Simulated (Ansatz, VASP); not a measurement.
## Sc in VASP and in Ansatz

```
Sc
1.0
     2.53999    0.00000    0.00000
    -1.27000    2.19970    0.00000
     0.00000    0.00000    4.24639
Sc
2
Direct
  0.33333 0.66667 0.25000
  0.66667 0.33333 0.75000
```

Change from the starting cell: volume scaled by 0.5, LAPW.

Alike in both runs: task single point; functional PBEsol; k mesh 15 × 15 × 8; occupations fermi-dirac, width 0.1 eV; no spin polarisation.

```csv
,VASP,Ansatz
version,VASP 6.6.1,Ansatz 0.2.0
potentials or method,"VASP PAW PBE potentials, release 64 (Sc_sv), cutoff 520 eV","all-electron LAPW, scalar-relativistic"
```

|  | VASP | Ansatz | Ansatz less VASP |
| --- | --- | --- | --- |
| pressure (GPa) | 102.9 | 101.3 | -1.62 |
| largest component of the traceless stress (GPa) | 0.19 | 0.18 | -0.012 |

Ansatz ran all-electron here, so the differences hold the error of VASP's frozen core and of both bases.

Caveats: the cell as given lies far from equilibrium; so large a pressure means that the cell lies far from this level's equilibrium, or that cutoff or potentials fall short (VASP); the potentials were made for another functional, which shifts forces and pressure (VASP).
